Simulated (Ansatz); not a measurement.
ZnS: strain energy, fitted

ZnS, P6_3mc, a = 3.844 Å, c = 6.305 Å. The compound has several low-lying forms, and this is one of them. Ansatz: PBE, PAW, 420 eV, Γ-centred 12×12×4 mesh on 4 atoms, Gaussian smearing 0.02 eV; no spin polarisation. Series: strain along c alone, the other axes held, atoms relaxed; x is the strain in per cent. y is the free energy over the unstrained cell, V0 = 20.170 Å³/atom.

```
x (%) y (meV/atom)
 -3.0             ?
 -2.0          3.60
 -1.0          0.91
  0.0          0.00
  1.0          0.79
  2.0          3.23
  3.0          7.23
```

**Question.** Fit y = c2 x² + c3 x³ to the other rows, turn c2 into a modulus, and predict the missing energy.

**Answer.** Least squares on the rows shown. y = 0.8591 x² − 0.01935 x³. In eV per unit strain² c2 is 8.591; this is C33 with relaxed ions (E = ½ C33 V0 ε²): 2 × 8.591 × 160.2 / (20.170) = 136 GPa. The unstrained cell keeps some stress along the strain, worth a slope of -0.05 meV/atom per %, which the form leaves out. At x = -3.0 the fit asked for gives 8.25 meV/atom. The run gave 8.11 meV/atom, so the fit is 0.14 meV/atom too high, a small miss on the scale of the series.